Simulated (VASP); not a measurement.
A VASP 6.6.1 single-point calculation on NaF

INCAR

```
SIGMA = 0.02
NSW = 0
LWAVE = .FALSE.
IBRION = -1
EDIFF = 1E-7
NBANDS = 14
ALGO = Fast
PREC = Accurate
BMIX = 0.5
ENCUT = 520
NELM = 120
ISMEAR = -1
LREAL = .FALSE.
LCHARG = .FALSE.
ISIF = 2
LASPH = .TRUE.
GGA = PE
```

KPOINTS

```
KPOINTS created by Atomic Simulation Environment
0
Gamma
12 12 12
0 0 0
```

POSCAR

```
Na F
 1.0000000000000000
     2.7934852185999999    0.0000000000000000    0.0000000000000000
     0.0000000000000000    2.7934852185999999    0.0000000000000000
     0.0000000000000000    0.0000000000000000    2.9454508144000000
 Na  F
   1   1
Cartesian
  0.0000000000000000  0.0000000000000000  0.0000000000000000
  1.3967426092999999  1.3967426092999999  1.4727254072000000
```

The recommended PBE PAW datasets give the neutral cell 14 valence electrons.

Command

```
mpirun -np 1 vasp_std
```

Question: How does this run end, and what does it give?

Answer: It converged. Results: gap between bands v and c on the k mesh 5.65 eV; least direct gap on the k mesh 5.94 eV; pressure 1.0 GPa. Band v is the last that the valence electrons fill when counted band by band, and c is the next.

OSZICAR

```
N       E                     dE             d eps       ncg     rms          rms(c)
DAV:   1     0.109793440490E+03    0.10979E+03   -0.76986E+03  5556   0.125E+03
DAV:   2    -0.366944682098E+01   -0.11346E+03   -0.10540E+03  6214   0.350E+02
DAV:   3    -0.909429887716E+01   -0.54249E+01   -0.54133E+01  6502   0.693E+01
DAV:   4    -0.913479481379E+01   -0.40496E-01   -0.40494E-01  6238   0.640E+00
DAV:   5    -0.913518097758E+01   -0.38616E-03   -0.38616E-03  6676   0.626E-01    0.520E+00
RMM:   6    -0.826338548128E+01    0.87180E+00   -0.15897E+00  6710   0.866E+00    0.171E+00
RMM:   7    -0.824072560354E+01    0.22660E-01   -0.37545E-02  7059   0.217E+00    0.112E+00
RMM:   8    -0.823499454679E+01    0.57311E-02   -0.44340E-02  6886   0.207E+00    0.483E-01
RMM:   9    -0.823065204499E+01    0.43425E-02   -0.39400E-03  7307   0.580E-01    0.212E-01
RMM:  10    -0.823017779660E+01    0.47425E-03   -0.24939E-03  7125   0.434E-01    0.246E-02
RMM:  11    -0.823018144829E+01   -0.36517E-05   -0.12149E-04  7493   0.131E-01    0.115E-02
RMM:  12    -0.823019460424E+01   -0.13156E-04   -0.74814E-05  7102   0.841E-02    0.120E-02
RMM:  13    -0.823019321179E+01    0.13925E-05   -0.10086E-05  7555   0.452E-02    0.977E-03
RMM:  14    -0.823019158073E+01    0.16311E-05   -0.24579E-06  7324   0.181E-02    0.205E-03
RMM:  15    -0.823019157060E+01    0.10133E-07   -0.40660E-07  6999   0.791E-03
   1 F= -.82301916E+01 E0= -.82301916E+01  d E =-.235549E-11
```

For comparison, a separate PBE run of the intended cell, on usual settings and not on those above, gives a gap of 5.65 eV on its mesh and a pressure of 1.1 GPa.
